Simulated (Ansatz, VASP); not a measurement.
## Mo in VASP and in Ansatz

INCAR

```
PREC     = Accurate       # precision mode
ENCUT    = 520            # plane-wave cutoff, eV
EDIFF    = 1E-6           # SCF threshold, eV
ISMEAR   = -1             # smearing method
SIGMA    = 0.06           # smearing width, eV
LREAL    = False          # projectors in reciprocal space
LASPH    = True           # aspherical terms in the spheres
NELM     = 80             # most SCF steps
ALGO     = Normal         # electronic algorithm
ISIF     = 2              # what is computed and relaxed
LWAVE    = False          # write WAVECAR
LCHARG   = False          # write CHGCAR
GGA      = PE             # functional
NBANDS   = 13             # bands
```

File KPOINTS:

```
Automatic mesh
0
Gamma
  5 5 5
```

POSCAR

```
Mo
1.0
   -1.5838089719      1.5838089719      1.5838089719
    1.5838089719     -1.5838089719      1.5838089719
    1.5838089719      1.5838089719     -1.5838089719
Mo
1
Direct
    0.0000000000      0.0000000000      0.0000000000
```

Contents of input.yaml:

```yaml
crystal:
  lattice:
    - [-1.5838089719, 1.5838089719, 1.5838089719]
    - [1.5838089719, -1.5838089719, 1.5838089719]
    - [1.5838089719, 1.5838089719, -1.5838089719]
  atoms:
    - { symbol: Mo, position: [0.0, 0.0, 0.0] }
kpoints:
  mp_grid: { grid: [5, 5, 5] }
scf:
  occupations: { method: fermi_dirac, width: 0.06 }
hamiltonian:
  xc: pbe
  pseudopotentials: { kind: all_electron, lapw: { basis_error: 0.004 } }
output:
  forces: true
  stress: true
  eigenvalues: true
```

Alike in both runs: task single point; functional PBE; k mesh 5 × 5 × 5; occupations fermi-dirac, width 0.06 eV; no spin polarisation.

```csv
,VASP,Ansatz
version,VASP 6.6.1,Ansatz 0.2.0
potentials or method,"VASP PAW PBE potentials, release 64 (Mo_sv)","all-electron LAPW, scalar-relativistic"
plane-wave cutoff (eV),520,see its input
```

```tsv
	VASP	Ansatz	Ansatz less VASP
gap on the k mesh at the Fermi level (eV)	none	none	-
pressure (GPa)	-3.4	-3.9	-0.48
```

A gap of «none» marks a metal or a gap that the smearing closes. Ansatz ran all-electron here, so the differences hold the error of VASP's frozen core and of both bases.

Caveats: the k mesh is coarse (spacing up to 0.56 Å⁻¹), so the values aren't converged; the k mesh is thin for a metal, which can move the energy by tens of meV per atom (Ansatz).
